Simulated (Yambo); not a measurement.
**GaP in Yambo: convergence with bands in self energy**

The system is GaP.

```
Ga P
1.0
     0.00000    2.72525    2.72525
     2.72525    0.00000    2.72525
     2.72525    2.72525    0.00000
Ga P
1 1
Direct
  0.00000 0.00000 0.00000
  0.75000 0.75000 0.75000
```

| Item | Value |
| --- | --- |
| Program | Yambo 5.3.0 |
| Task | G0W0 quasiparticle levels |
| Functional | PBEsol |
| Potentials or basis | PseudoDojo 0.4 SR PBEsol stringent |
| Cutoff | 1551 eV |
| Density cutoff | 6204 eV |
| k mesh | 4 × 4 × 4 |
| Occupations | fixed |
| Spin | no spin polarisation |
| k mesh of the self-consistent run | 8 × 8 × 8 |
| Random integration of the Coulomb term | yes |
| Direction of the field or of q to 0 | x + y + z |
| Broadening | 0.1 eV |
| States corrected | Γ and the k points of the band edges |
| Frequency dependence of W | plasmon pole |
| Terminator of the band sum in the self-energy | none |
| Quasiparticle equation | linearised (Newton) |
| Imaginary frequency of the plasmon-pole fit | 27.2114 eV |
| Bands in the response | 213 |
| Bands in the self-energy | 33 |
| Cutoff of the response matrix | 18 Ry |
| Cutoff of exchange and Vxc | 114 Ry |
| Bands corrected (first, last) | [12, 14] |

These are the settings of the first run; the series varies bands in self energy, with any setting tied to it.

```csv
bands in self energy,quasiparticle gap at the points computed (eV)
33,2.106
53,2.192
93,2.268
213,2.321
```

Not settled before the last step: the quasiparticle gap at the points computed (to 0.05 eV). The tightest run that finished is the yardstick and may itself not be fully converged.

Caveat, for the tightest run too: the k mesh is coarse (spacing up to 0.50 Å⁻¹), so the values aren't converged; this version prints the column dSc/dw multiplied by 27.2.
